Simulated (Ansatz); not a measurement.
Mg2Ge built on the antifluorite prototype, relaxed with r2SCAN in Ansatz: space group Fm-3m (No. 225), cubic; conventional cell a = 6.366 Å, 21.50 Å³ an atom. Ge is surrounded by 8 Mg at 2.76 Å; Mg is surrounded by 4 Ge at 2.76 Å. The cell was then strained (x, y and z are the cube axes), with the atoms relaxed again; stress is positive in compression. The values are computed, spin-unpolarised, and not measurements.

- Isotropic -1.0 % on every length: the pressure changes by +1.79 GPa, and the HSE06 gap (Γ → X) goes from 0.512 to 0.490 eV.
- Epitaxial strain of -1.5 % in the (001) plane: the free normal strain is +0.53 % and the in-plane stress changes by +2.20 GPa.

**Question.** What bulk modulus does the isotropic step give?

**Answer.** Δ ln V = 3 ln(0.9900) = -0.0302, so B ≈ −ΔP/Δ ln V = 59 GPa.

**Question.** Give the volume deformation potential of that gap and its pressure coefficient.

**Answer.** a_V = ΔE_g/Δ ln V = (-0.022)/(-0.0302) = +0.73 eV; dE_g/dP = −a_V/B = -12 meV/GPa, with HSE06's gap and r2SCAN's modulus.

**Question.** What do the film's normal strain and stress say about the elastic constants?

**Answer.** ε⊥/ε∥ = (+0.0053)/(-0.0150) = -0.35, which linear elasticity sets to −2C₁₂/C₁₁. The biaxial modulus is M = −Δσ/ε∥ = 147 GPa.

**Question.** How much elastic energy does the film store, with 21.50 Å³ an atom?

**Answer.** u = M ε∥² = −Δσ ε∥ = -2.20 × (-0.0150) = 0.0330 GPa, and 1 GPa Å³ is 6.2415 meV: 4.43 meV an atom. The total energies of the two runs differ by 4.35 meV an atom.

The runs are scalar-relativistic, without spin-orbit coupling.

The meshes of the hybrids are coarse, so their gaps aren't converged to the digits shown.
